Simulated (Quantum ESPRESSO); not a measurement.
# BeS (F-43m) in Quantum ESPRESSO: further runs, part 3 of 3

Quantum ESPRESSO 7.5. The steps go on from the part before.

**4. Phonons and Raman activities, AM05**

File pw.in:

```
&CONTROL
  calculation = 'scf'
  prefix = 'pwscf'
  outdir = './tmp'
  pseudo_dir = './pseudo'
  tprnfor = .true.
  tstress = .true.
  disk_io = 'low'
/
&SYSTEM
  ibrav = 0
  A = 3.42946789
  nat = 2
  ntyp = 2
  ecutwfc = 52
  ecutrho = 312
  nbnd = 10
  input_dft = 'XC-000I-000I-120L-135L-000I-000I'
  occupations = 'smearing'
  smearing = 'fd'
  degauss = 0.00367493
/
&ELECTRONS
  conv_thr = 4d-10
  electron_maxstep = 120
  mixing_beta = 0.5
/
ATOMIC_SPECIES
S     32.0600 S.GGA_PBE-JTH.UPF
Be     9.0122 Be.GGA_PBE-JTH.UPF
CELL_PARAMETERS alat
   0.0000000000    0.7071067809    0.7071067809
   0.7071067809    0.0000000000    0.7071067809
   0.7071067809    0.7071067809    0.0000000000
ATOMIC_POSITIONS alat
S      1.0606601714    1.0606601714    1.0606601714
Be     0.0000000000    0.0000000000    0.0000000000
K_POINTS automatic
4 4 4 1 1 1
```

File relax.in:

```
&CONTROL
  calculation = 'vc-relax'
  prefix = 'pwscf'
  outdir = './tmp'
  pseudo_dir = './pseudo'
  tprnfor = .true.
  tstress = .true.
  disk_io = 'low'
  nstep = 40
  forc_conv_thr = 0.0001
  etot_conv_thr = 1d-06
/
&SYSTEM
  ibrav = 0
  A = 3.42946789
  nat = 2
  ntyp = 2
  ecutwfc = 52
  ecutrho = 312
  nbnd = 10
  input_dft = 'XC-000I-000I-120L-135L-000I-000I'
  occupations = 'smearing'
  smearing = 'fd'
  degauss = 0.00367493
/
&ELECTRONS
  conv_thr = 4d-10
  electron_maxstep = 120
  mixing_beta = 0.5
/
&IONS
  ion_dynamics = 'bfgs'
/
&CELL
  cell_dynamics = 'bfgs'
  press = 0
  press_conv_thr = 0.2
/
ATOMIC_SPECIES
S     32.0600 S.GGA_PBE-JTH.UPF
Be     9.0122 Be.GGA_PBE-JTH.UPF
CELL_PARAMETERS alat
   0.0000000000    0.7071067809    0.7071067809
   0.7071067809    0.0000000000    0.7071067809
   0.7071067809    0.7071067809    0.0000000000
ATOMIC_POSITIONS alat
S      1.0606601714    1.0606601714    1.0606601714
Be     0.0000000000    0.0000000000    0.0000000000
K_POINTS automatic
4 4 4 1 1 1
```

File scf2.in:

```
&CONTROL
  calculation = 'scf'
  prefix = 'pwscf'
  outdir = './tmp'
  pseudo_dir = './pseudo'
  tprnfor = .true.
  tstress = .true.
  disk_io = 'low'
/
&SYSTEM
  ibrav = 0
  A = 3.41875663
  nat = 2
  ntyp = 2
  ecutwfc = 52
  ecutrho = 312
  nbnd = 10
  input_dft = 'XC-000I-000I-120L-135L-000I-000I'
  occupations = 'fixed'
/
&ELECTRONS
  conv_thr = 1d-13
  electron_maxstep = 120
  mixing_beta = 0.5
  startingpot = 'file'
  startingwfc = 'file'
/
ATOMIC_SPECIES
S     32.0600 S.GGA_PBE-JTH.UPF
Be     9.0122 Be.GGA_PBE-JTH.UPF
CELL_PARAMETERS alat
   0.0000000000    0.7071067821    0.7071067821
   0.7071067821    0.0000000000    0.7071067821
   0.7071067821    0.7071067821    0.0000000000
ATOMIC_POSITIONS alat
S      1.0606601731    1.0606601731    1.0606601731
Be     0.0000000000    0.0000000000    0.0000000000
K_POINTS automatic
4 4 4 1 1 1
```

File ph.in:

```
raman of BeS
&INPUTPH
  prefix = 'pwscf'
  outdir = './tmp'
  tr2_ph = 1d-16
  fildyn = 'dyn'
  niter_ph = 60
  alpha_mix(1) = 0.7
  epsil = .true.
/
0.0000000000 0.0000000000 0.0000000000
```

File dynmat.in:

```
&INPUT
  fildyn = 'dyn'
  asr = 'crystal'
  lperm = .true.
  filout = 'dynmat.disp'
  fileig = 'dynmat.eig'
/
```

File dynmat_lo.in:

```
&INPUT
  fildyn = 'dyn'
  asr = 'crystal'
  filout = 'dynmat_lo.disp'
  fileig = 'dynmat_lo.eig'
  q(1) = 0
  q(2) = 0
  q(3) = 1
/
```

File scf_1x+.in:

```
&CONTROL
  calculation = 'scf'
  prefix = 'pwscf'
  outdir = './tmp'
  pseudo_dir = './pseudo'
  tprnfor = .true.
  disk_io = 'low'
/
&SYSTEM
  ibrav = 0
  A = 3.41875663
  nat = 2
  ntyp = 2
  ecutwfc = 52
  ecutrho = 312
  nbnd = 10
  input_dft = 'XC-000I-000I-120L-135L-000I-000I'
  occupations = 'fixed'
/
&ELECTRONS
  conv_thr = 1d-12
  electron_maxstep = 120
  mixing_beta = 0.5
/
ATOMIC_SPECIES
S     32.0600 S.GGA_PBE-JTH.UPF
Be     9.0122 Be.GGA_PBE-JTH.UPF
CELL_PARAMETERS alat
   0.0000000000    0.7071067821    0.7071067821
   0.7071067821    0.0000000000    0.7071067821
   0.7071067821    0.7071067821    0.0000000000
ATOMIC_POSITIONS alat
S      1.0650477332    1.0606601731    1.0606601731
Be     0.0000000000    0.0000000000    0.0000000000
K_POINTS automatic
4 4 4 1 1 1
```

File eps_1x+.in:

```
dielectric tensor, atom 1 moved
&INPUTPH
  prefix = 'pwscf'
  outdir = './tmp'
  tr2_ph = 1d-15
  epsil = .true.
  trans = .false.
  zeu = .false.
/
0.0 0.0 0.0
```

File scf_1x-.in:

```
&CONTROL
  calculation = 'scf'
  prefix = 'pwscf'
  outdir = './tmp'
  pseudo_dir = './pseudo'
  tprnfor = .true.
  disk_io = 'low'
/
&SYSTEM
  ibrav = 0
  A = 3.41875663
  nat = 2
  ntyp = 2
  ecutwfc = 52
  ecutrho = 312
  nbnd = 10
  input_dft = 'XC-000I-000I-120L-135L-000I-000I'
  occupations = 'fixed'
/
&ELECTRONS
  conv_thr = 1d-12
  electron_maxstep = 120
  mixing_beta = 0.5
/
ATOMIC_SPECIES
S     32.0600 S.GGA_PBE-JTH.UPF
Be     9.0122 Be.GGA_PBE-JTH.UPF
CELL_PARAMETERS alat
   0.0000000000    0.7071067821    0.7071067821
   0.7071067821    0.0000000000    0.7071067821
   0.7071067821    0.7071067821    0.0000000000
ATOMIC_POSITIONS alat
S      1.0562726130    1.0606601731    1.0606601731
Be     0.0000000000    0.0000000000    0.0000000000
K_POINTS automatic
4 4 4 1 1 1
```

File eps_1x-.in:

```
dielectric tensor, atom 1 moved
&INPUTPH
  prefix = 'pwscf'
  outdir = './tmp'
  tr2_ph = 1d-15
  epsil = .true.
  trans = .false.
  zeu = .false.
/
0.0 0.0 0.0
```

Potentials or basis: JTH 2.0 PBE.

Launch:

```console
> OMP_NUM_THREADS=1 pw.x -in pw.in > pw.out
> OMP_NUM_THREADS=1 pw.x -in relax.in > relax.out
> OMP_NUM_THREADS=1 pw.x -in scf2.in > scf2.out
> OMP_NUM_THREADS=1 ph.x -in ph.in > ph.out
> OMP_NUM_THREADS=1 dynmat.x -in dynmat.in > dynmat.out
> OMP_NUM_THREADS=1 dynmat.x -in dynmat_lo.in > dynmat_lo.out
> OMP_NUM_THREADS=1 pw.x -in scf_1x+.in > scf_1x+.out
> OMP_NUM_THREADS=1 ph.x -in eps_1x+.in > eps_1x+.out
> OMP_NUM_THREADS=1 pw.x -in scf_1x-.in > scf_1x-.out
> OMP_NUM_THREADS=1 ph.x -in eps_1x-.in > eps_1x-.out
> OMP_NUM_THREADS=1 pw.x -in scf_1y+.in > scf_1y+.out
> OMP_NUM_THREADS=1 ph.x -in eps_1y+.in > eps_1y+.out
> OMP_NUM_THREADS=1 pw.x -in scf_1y-.in > scf_1y-.out
> OMP_NUM_THREADS=1 ph.x -in eps_1y-.in > eps_1y-.out
> OMP_NUM_THREADS=1 pw.x -in scf_1z+.in > scf_1z+.out
> OMP_NUM_THREADS=1 ph.x -in eps_1z+.in > eps_1z+.out
> OMP_NUM_THREADS=1 pw.x -in scf_1z-.in > scf_1z-.out
> OMP_NUM_THREADS=1 ph.x -in eps_1z-.in > eps_1z-.out
```

pw.out:

```text
This program is part of the open-source Quantum ESPRESSO suite
     for quantum simulation of materials; please cite
         "P. Giannozzi et al., J. Phys.:Condens. Matter 21 395502 (2009);
         "P. Giannozzi et al., J. Phys.:Condens. Matter 29 465901 (2017);
         "P. Giannozzi et al., J. Chem. Phys. 152 154105 (2020);
     in publications or presentations arising from this work. More details at

     file S.GGA_PBE-JTH.UPF: wavefunction(s)  3S 0S 3P 0P renormalized
     file Be.GGA_PBE-JTH.UPF: wavefunction(s)  2P 0P renormalized

     IMPORTANT: XC functional enforced from input :
     Exchange-correlation= XC-000I-000I-120L-135L-000I-000I
                           (   0   0 120 135   0   0   0)
     Any further DFT definition will be discarded
     Please, verify this is what you really want

     Message from routine setup:
     using ibrav=0 with symmetry is DISCOURAGED, use correct ibrav instead

     G-vector sticks info
     --------------------
     sticks:   dense  smooth     PW     G-vecs:    dense   smooth      PW
     Sum         913     595    187                17933     9721    1687

     Using Slab Decomposition

[... 218 lines left out ...]
    15.9476  17.4762

     the Fermi energy is     8.3132 ev

!    total energy              =     -93.54908455 Ry
     total all-electron energy =       -93.549085 Ry
     estimated scf accuracy    <          3.7E-10 Ry
     smearing contrib. (-TS)   =      -0.00000000 Ry
     internal energy E=F+TS    =     -93.54908455 Ry

     The total energy is F=E-TS. E is the sum of the following terms:
     one-electron contribution =     -18.20762427 Ry
     hartree contribution      =       5.49618291 Ry
     xc contribution           =      -9.82853346 Ry
     ewald contribution        =     -30.21282780 Ry
     one-center paw contrib.   =     -40.79628193 Ry

     convergence has been achieved in   7 iterations

     negative rho (up, down):  6.060E-02 0.000E+00

     Forces acting on atoms (cartesian axes, Ry/au):

     atom    1 type  1   force =     0.00000000    0.00000000   -0.00000000
     atom    2 type  2   force =    -0.00000000   -0.00000000    0.00000000

     Total force =     0.000000     Total SCF correction =     0.000000

     Computing stress (Cartesian axis) and pressure

     negative rho (up, down):  6.060E-02 0.000E+00
          total   stress  (Ry/bohr**3)                   (kbar)     P=       -8.87
  -0.00006031   0.00000000   0.00000000           -8.87        0.00        0.00
   0.00000000  -0.00006031   0.00000000            0.00       -8.87        0.00
   0.00000000   0.00000000  -0.00006031            0.00        0.00       -8.87

=------------------------------------------------------------------------------=
   JOB DONE.
=------------------------------------------------------------------------------=
```

relax.out:

```text
This program is part of the open-source Quantum ESPRESSO suite
     for quantum simulation of materials; please cite
         "P. Giannozzi et al., J. Phys.:Condens. Matter 21 395502 (2009);
         "P. Giannozzi et al., J. Phys.:Condens. Matter 29 465901 (2017);
         "P. Giannozzi et al., J. Chem. Phys. 152 154105 (2020);
[... 1096 lines left out ...]
   0.00000000   0.00000036   0.00000000            0.00        0.05        0.00
  -0.00000000   0.00000000   0.00000036           -0.00        0.00        0.05

=------------------------------------------------------------------------------=
   JOB DONE.
=------------------------------------------------------------------------------=
```

scf2.out:

```text
This program is part of the open-source Quantum ESPRESSO suite
     for quantum simulation of materials; please cite
         "P. Giannozzi et al., J. Phys.:Condens. Matter 21 395502 (2009);
         "P. Giannozzi et al., J. Phys.:Condens. Matter 29 465901 (2017);
         "P. Giannozzi et al., J. Chem. Phys. 152 154105 (2020);
[... 223 lines left out ...]
  -0.00000000   0.00000035  -0.00000000           -0.00        0.05       -0.00
  -0.00000000  -0.00000000   0.00000035           -0.00       -0.00        0.05

=------------------------------------------------------------------------------=
   JOB DONE.
=------------------------------------------------------------------------------=
```

Wall time 5.8 min (1 thread of Arm Neoverse V2, shared host); peak memory 0.08 GiB.

What came out:

```yaml
Free_energy: -1272.8005 eV
Relaxed_volume: 14.13 Å³/atom
Relaxed_cell: a = 3.419 Å, b = 3.419 Å, c = 3.419 Å, α = 60.00°, β = 60.00°, γ = 60.00°
Space_group_after_relaxing_to_0.05_Å: F-43m (No. 216)
Pressure_after_relaxing: 0.0 GPa
Electronic_dielectric_tensor_diagonal: 5.39
Born_charges_mean_of_the_diagonal: S -1.59; Be +1.58 e
```

The path:
| step | energy change (eV) | largest force (eV/Å) | pressure (GPa) | volume (Å³) |
| --- | --- | --- | --- | --- |
| 1 | 0.0000 | 0.0000 | -0.89 | 28.52 |
| 2 | -0.0005 | 0.0000 | -0.44 | 28.39 |
| 3 | -0.0007 | 0.0000 | -0.04 | 28.27 |
| 4 | -0.0007 | 0.0000 | 0.00 | 28.25 |

Final structure:
```cif
data_structure
_symmetry_space_group_name_H-M 'P 1'
_symmetry_Int_Tables_number 1
_cell_length_a 3.4188
_cell_length_b 3.4188
_cell_length_c 3.4188
_cell_angle_alpha 60.000
_cell_angle_beta 60.000
_cell_angle_gamma 60.000
_cell_volume 28.25
loop_
_atom_site_label
_atom_site_type_symbol
_atom_site_fract_x
_atom_site_fract_y
_atom_site_fract_z
_atom_site_occupancy
S1 S 0.75000 0.75000 0.75000 1
Be1 Be 0.00000 0.00000 0.00000 1
```

Electronic dielectric tensor:
```
5.39 0.00 0.00
0.00 5.39 0.00
0.00 0.00 5.39
```

Born effective charge tensors (e):
atom 1, S
```
-1.59  0.00  0.00
 0.00 -1.59  0.00
 0.00  0.00 -1.59
```
atom 2, Be
```
1.58 0.00 0.00
0.00 1.58 0.00
0.00 0.00 1.58
```

Caveat: the k mesh is coarse (spacing up to 0.56 Å⁻¹), so the values aren't converged; the acoustic modes lie far from zero, so the frequencies are unreliable; the potentials were made for another functional, which shifts forces and pressure.

**5. Energy-loss spectrum, PBE**

File pw.in:

```
&CONTROL
  calculation = 'scf'
  prefix = 'pwscf'
  outdir = './tmp'
  pseudo_dir = './pseudo'
  tprnfor = .true.
  tstress = .true.
  disk_io = 'low'
/
&SYSTEM
  ibrav = 0
  nat = 2
  ntyp = 2
  ecutwfc = 70
  nbnd = 10
  occupations = 'smearing'
  smearing = 'fd'
  degauss = 0.00367493
/
&ELECTRONS
  conv_thr = 4d-10
  electron_maxstep = 120
  mixing_beta = 0.5
/
ATOMIC_SPECIES
S     32.0600 S_ONCV_PBE-1.2.upf
Be     9.0122 Be_ONCV_PBE-1.2.upf
CELL_PARAMETERS angstrom
   0.0000000000    2.4250000000    2.4250000000
   2.4250000000    0.0000000000    2.4250000000
   2.4250000000    2.4250000000    0.0000000000
ATOMIC_POSITIONS crystal
S      0.7500000000    0.7500000000    0.7500000000
Be     0.0000000000    0.0000000000    0.0000000000
K_POINTS automatic
4 4 4 1 1 1
```

File scf2.in:

```
&CONTROL
  calculation = 'scf'
  prefix = 'pwscf'
  outdir = './tmp'
  pseudo_dir = './pseudo'
  tprnfor = .true.
  tstress = .true.
  disk_io = 'low'
/
&SYSTEM
  ibrav = 0
  nat = 2
  ntyp = 2
  ecutwfc = 70
  nbnd = 10
  occupations = 'fixed'
/
&ELECTRONS
  conv_thr = 1d-11
  electron_maxstep = 120
  mixing_beta = 0.5
  startingpot = 'file'
  startingwfc = 'file'
/
ATOMIC_SPECIES
S     32.0600 S_ONCV_PBE-1.2.upf
Be     9.0122 Be_ONCV_PBE-1.2.upf
CELL_PARAMETERS angstrom
   0.0000000000    2.4250000000    2.4250000000
   2.4250000000    0.0000000000    2.4250000000
   2.4250000000    2.4250000000    0.0000000000
ATOMIC_POSITIONS crystal
S      0.7500000000    0.7500000000    0.7500000000
Be     0.0000000000    0.0000000000    0.0000000000
K_POINTS automatic
4 4 4 1 1 1
```

File eels.in:

```
&LR_INPUT
  prefix = 'pwscf'
  outdir = './tmp'
  restart_step = 5000
  restart = .false.
/
&LR_CONTROL
  calculator = 'lanczos'
  approximation = 'RPA_with_CLFE'
  q1 = 0.3151274572
  q2 = 0.3151274572
  q3 = 0.3151274572
  itermax = 300
/
```

File spectrum.in:

```
&LR_INPUT
  prefix = 'pwscf'
  outdir = './tmp'
  eels = .true.
  itermax0 = 300
  itermax = 20000
  extrapolation = 'osc'
  epsil = 0.02
  units = 1
  start = 0
  end = 40
  increment = 0.2
/
```

File spectrum_short.in:

```
&LR_INPUT
  prefix = 'pwscf'
  outdir = './tmp'
  eels = .true.
  itermax0 = 200
  itermax = 20000
  extrapolation = 'osc'
  epsil = 0.02
  units = 1
  start = 0
  end = 40
  increment = 0.2
/
```

Potentials or basis: SG15 PBE 1.2.

Launch:

```console
> OMP_NUM_THREADS=1 pw.x -in pw.in > pw.out
> OMP_NUM_THREADS=1 pw.x -in scf2.in > scf2.out
> OMP_NUM_THREADS=1 turbo_eels.x -in eels.in > eels.out
> OMP_NUM_THREADS=1 turbo_spectrum.x -in spectrum.in > spectrum.out
> OMP_NUM_THREADS=1 turbo_spectrum.x -in spectrum_short.in > spectrum_short.out
```

pw.out:

```text
This program is part of the open-source Quantum ESPRESSO suite
     for quantum simulation of materials; please cite
[... 9 lines left out ...]
     --------------------
     sticks:   dense  smooth     PW     G-vecs:    dense   smooth      PW
     Sum         817     817    253                15185    15185    2637

     Using Slab Decomposition

     bravais-lattice index     =            0
     lattice parameter (alat)  =       6.4808  a.u.
     unit-cell volume          =     192.4695 (a.u.)^3
     number of atoms/cell      =            2
     number of atomic types    =            2
     number of electrons       =        10.00
     number of Kohn-Sham states=           10
     kinetic-energy cutoff     =      70.0000  Ry
     charge density cutoff     =     280.0000  Ry
     scf convergence threshold =      4.0E-10
     mixing beta               =       0.5000
     number of iterations used =            8  plain     mixing
     Exchange-correlation= PBE
                           (   1   4   3   4   0   0   0)

[... 152 lines left out ...]

   -93.4911  -6.4566   0.9297   2.9473   4.0348  11.6590  12.4829  14.1344
    14.9435  18.2818

          k =-0.6187 0.0884 0.0884 (  1893 PWs)   bands (ev):

   -93.4911  -6.0156   0.8627   2.5528   3.1653   9.3990  11.3060  17.1684
    17.2639  20.1700

          k = 0.2652 0.2652 0.2652 (  1907 PWs)   bands (ev):
[... 6 lines left out ...]
   -93.4911  -6.1514   0.6196   2.2521   3.9764  10.8375  14.3534  14.3799
    15.9546  17.4654

     the Fermi energy is     8.1289 ev

!    total energy              =     -47.21841768 Ry
     estimated scf accuracy    <          2.4E-10 Ry
     smearing contrib. (-TS)   =      -0.00000000 Ry
     internal energy E=F+TS    =     -47.21841768 Ry

     The total energy is F=E-TS. E is the sum of the following terms:
     one-electron contribution =     -14.38039691 Ry
     hartree contribution      =       6.13072635 Ry
     xc contribution           =      -8.75591932 Ry
     ewald contribution        =     -30.21282779 Ry

     convergence has been achieved in   7 iterations

     Forces acting on atoms (cartesian axes, Ry/au):

     atom    1 type  1   force =    -0.00000000    0.00000000    0.00000000
     atom    2 type  2   force =     0.00000000   -0.00000000   -0.00000000

     Total force =     0.000000     Total SCF correction =     0.000000

     Computing stress (Cartesian axis) and pressure

          total   stress  (Ry/bohr**3)                   (kbar)     P=       15.84
   0.00010765   0.00000000   0.00000000           15.84        0.00        0.00
   0.00000000   0.00010765   0.00000000            0.00       15.84        0.00
   0.00000000   0.00000000   0.00010765            0.00        0.00       15.84

=------------------------------------------------------------------------------=
   JOB DONE.
=------------------------------------------------------------------------------=
```

It took 2.5 min on 1 thread of Arm Neoverse V2, shared host; peak memory 0.22 GiB.

Results:

* Free energy: -642.4393 eV
* Pressure: 1.6 GPa
* Peak of the energy-loss function: 23.6 eV

Levels at points of the mesh, in eV from the valence-band top:
```csv
k point,band 2,band 3,band 4,band 5,band 6,band 7,band 8,band 9
"(0.12, 0.12, 0.12)",-13.31,-1.00,0.00,0.00,5.83,6.26,6.26,7.38
```

Energy-loss function at q = [0.57735, 0.57735, 0.57735] (Å⁻¹, cartesian):
```json
{"energy (eV)": "0.0", "loss": "0.000"}
{"energy (eV)": "1.8", "loss": "0.002"}
{"energy (eV)": "3.4", "loss": "0.003"}
{"energy (eV)": "5.2", "loss": "0.006"}
{"energy (eV)": "7.0", "loss": "0.011"}
{"energy (eV)": "8.6", "loss": "0.059"}
{"energy (eV)": "10.4", "loss": "0.138"}
{"energy (eV)": "12.2", "loss": "0.224"}
{"energy (eV)": "13.8", "loss": "0.319"}
{"energy (eV)": "15.6", "loss": "0.454"}
{"energy (eV)": "17.4", "loss": "0.633"}
{"energy (eV)": "19.0", "loss": "0.852"}
{"energy (eV)": "20.8", "loss": "1.205"}
{"energy (eV)": "22.4", "loss": "1.565"}
{"energy (eV)": "24.2", "loss": "1.669"}
{"energy (eV)": "26.0", "loss": "1.341"}
{"energy (eV)": "27.6", "loss": "1.026"}
{"energy (eV)": "29.4", "loss": "0.780"}
{"energy (eV)": "31.2", "loss": "0.588"}
{"energy (eV)": "32.8", "loss": "0.422"}
{"energy (eV)": "34.6", "loss": "0.265"}
{"energy (eV)": "36.4", "loss": "0.163"}
{"energy (eV)": "38.0", "loss": "0.111"}
{"energy (eV)": "39.8", "loss": "0.079"}
```

Caveat: the k mesh is coarse (spacing up to 0.56 Å⁻¹), so the values aren't converged.

**6. Summary**

| task | level | potentials or basis | cell | k mesh | cutoff (eV) | iterations | k points per string | pressure (GPa) |
| --- | --- | --- | --- | --- | --- | --- | --- | --- |
| energy-loss spectrum | PBE | SG15 PBE 1.2 | as given | 4 × 4 × 4, shifted | 952 | 300 | - | 1.6 |
| Berry-phase polarisation | BLYP | SSSP 1.3 efficiency PBE | relaxed from: volume scaled by 0.8 | 5 × 5 × 5 | 748 | - | 10 × 10 × 10 | 40.4 |
| phonons and Raman activities | AM05 | JTH 2.0 PBE | relaxed | 4 × 4 × 4, shifted | 707 | - | - | 0.0 |

Alike in all rows: no spin polarisation; smearing fermi-dirac 0.05 eV; the mesh is coarse, so values aren't converged.

Caveats: all runs use coarse meshes; the potentials were made for another functional, which shifts forces and pressure (some runs); with symmetry on, the polarisation can be off by several percent (some runs); an odd mesh through Γ misses points on the zone boundary, where band edges often lie (some runs); the acoustic modes lie far from zero, so the frequencies are unreliable (some runs).

Absolute energies hang on the potentials; compare differences alone.
